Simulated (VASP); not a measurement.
Set up this calculation in VASP 6.6.1, as the native input.

- Task: relaxation of cell and atoms
- Functional: PBE
- Dispersion: D3(BJ)
- Potentials or basis: VASP PAW PBE potentials, release 64 (Bi_d)
- Cutoff: 600 eV
- k mesh: 12 × 12 × 10
- Occupations: methfessel-paxton, width 0.1 eV
- Spin: no spin polarisation
- Further INCAR settings: ALGO = Normal; EDIFF = 1e-06; IBRION = 2; EDIFFG = -0.01; NSW = 90; ISIF = 3

The structure of Bi lies in POSCAR:

```
Bi
1.0
    2.2675000000      1.3091417400      3.9380000000
   -2.2675000000      1.3091417400      3.9380000000
    0.0000000000     -2.6182834700      3.9380000000
Bi
2
Direct
    0.2340000000      0.2340000000      0.2340000000
    0.7660000000      0.7660000000      0.7660000000
```

One way to write it, as run:

INCAR

```
ALGO = Normal
EDIFF = 1E-6
EDIFFG = -0.01
ENCUT = 600
GGA = PE
IBRION = 2
ISIF = 3
ISMEAR = 1
IVDW = 12
LASPH = True
LCHARG = False
LREAL = False
LWAVE = False
NELM = 80
NSW = 90
PREC = Accurate
SIGMA = 0.1
```

KPOINTS

```
k-points
0
Gamma
  12 12 10
```

Potentials or basis: VASP PAW PBE potentials, release 64 (Bi_d).

The run is started by

```console
$ cat potpaw_PBE.64/Bi_d/POTCAR > POTCAR
$ mpirun -np 1 vasp_std > vasp.out
```

Results of the run:

The relaxed volume is 34.55 Å³/atom and the relaxed cell is a = 4.688 Å, b = 4.688 Å, c = 4.688 Å, α = 57.77°, β = 57.77°, γ = 57.77°. The space group after relaxing (to 0.05 Å) is R-3m (No. 166). The energy gained by relaxing is 4.0 meV/atom and the ionic steps are 7. The pressure after relaxing is 0.0 GPa, the largest force after relaxing is 0.006 eV/Å and the band gap on the k mesh is none (metal or under the smearing width). The dispersion energy per atom is -0.462 eV.

Caveat: spin-orbit coupling is left out, which moves the levels of the heavy elements; pairwise dispersion overbinds metals, which lowers pressure and volume.

Wall time 45 min on 1 thread of Intel(R) Xeon(R) Platinum 8488C (Sapphire Rapids) (shared host), peak memory 0.66 GiB.
